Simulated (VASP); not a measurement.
The system is Ag.

```
Ag
1.0
     2.93418    0.00000    0.00000
    -1.46709    2.54107    0.00000
     0.00000    0.00000    4.79908
Ag
2
Cartesian
  0.0000 1.6940 1.1998
  1.4671 0.8470 3.5993
```

This isn't the form of Ag at room conditions, which is fcc.

| Quantity | Value |
| --- | --- |
| Program | VASP 6.6.1 |
| Task | relaxation of cell and atoms |
| Functional | PBEsol |
| Potentials or basis | VASP PAW PBE potentials, release 64 (Ag) |
| Cutoff | 600 eV |
| k mesh | 18 × 18 × 10 |
| Occupations | gaussian, width 0.1 eV |
| Spin | no spin polarisation |

At the start: pressure -6.7 GPa; volume 17.89 Å³/atom.

**Question.** Where does the relaxation end?

**Answer.** Over 15 steps the energy falls by 28.1 meV/atom and the volume is 16.67 Å³/atom (-6.8 %); space group P6_3/mmc (No. 194, to 0.05 Å).

The path:
| step | energy change (eV) | largest force (eV/Å) | pressure (GPa) | volume (Å³) |
| --- | --- | --- | --- | --- |
| 1 | 0.0000 | 0.0000 | -6.68 | 35.78 |
| 2 | -0.0365 | 0.0000 | 4.97 | 32.06 |
| 3 | -0.0562 | 0.0000 | 0.21 | 33.33 |
| 4 | -0.0562 | 0.0000 | -0.21 | 33.40 |
| 5 | -0.0562 | 0.0000 | -0.19 | 33.40 |
| 6 | -0.0562 | 0.0000 | -0.18 | 33.39 |
| 7 | -0.0562 | 0.0000 | -0.17 | 33.39 |
| 8 | -0.0562 | 0.0000 | -0.15 | 33.39 |
| 9 | -0.0562 | 0.0000 | -0.13 | 33.38 |
| 10 | -0.0562 | 0.0000 | -0.08 | 33.37 |
| 11 | -0.0562 | 0.0000 | -0.07 | 33.35 |
| 12 | -0.0562 | 0.0000 | 0.05 | 33.30 |
| 13 | -0.0562 | 0.0000 | 0.07 | 33.32 |
| 14 | -0.0562 | 0.0000 | 0.05 | 33.33 |
| 15 | -0.0562 | 0.0000 | -0.01 | 33.34 |

Final structure:
```yaml
crystal:
  lattice:
    - [2.86532, 0.00000, 0.00000]
    - [-1.43266, 2.48144, 0.00000]
    - [0.00000, 0.00000, 4.68930]
  atoms:
    - { symbol: Ag, position: [0.33333, 0.66667, 0.25000] }
    - { symbol: Ag, position: [0.66667, 0.33333, 0.75000] }
```

Caveat: the PAW data sets were made with another functional, which shifts forces and pressure a little.
